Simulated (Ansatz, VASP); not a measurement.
**NaHF2: VASP beside Ansatz**

```
CELL_PARAMETERS angstrom
1.74778 1.00908 4.60018
-1.74778 1.00908 4.60018
0.00000 -2.01817 4.60018
ATOMIC_POSITIONS crystal
Na 0.00000 0.00000 0.00000
H 0.50000 0.50000 0.50000
F 0.41711 0.41711 0.41711
F 0.58289 0.58289 0.58289
```

Alike in both runs: functional PBEsol; k mesh 8 × 8 × 8; no spin polarisation.

Ansatz relaxed the structure, and its values are those at the end. VASP's run is a single point on that final structure, the one shown.

|  | VASP | Ansatz |
| --- | --- | --- |
| version | VASP 6.6.1 | Ansatz 0.2.0 |
| potentials or method | VASP PAW PBE potentials, release 64 (Na_pv, H, F), cutoff 520 eV | all-electron LAPW, scalar-relativistic |
| occupations | gaussian, width 0.01 eV | fixed |

```csv
,VASP,Ansatz,Ansatz less VASP
gap on the k mesh at the Fermi level (eV),6.83,6.85,+0.016
pressure (GPa),-0.6,-0.5,+0.07
rms of the force components (eV/Å),0.023,0.000,-0.0233
```

Ansatz ran all-electron here, so the differences hold the error of VASP's frozen core and of both bases.

Caveats: the PAW data sets were made with another functional, which shifts forces and pressure a little (VASP). A k mesh can miss the band edges.
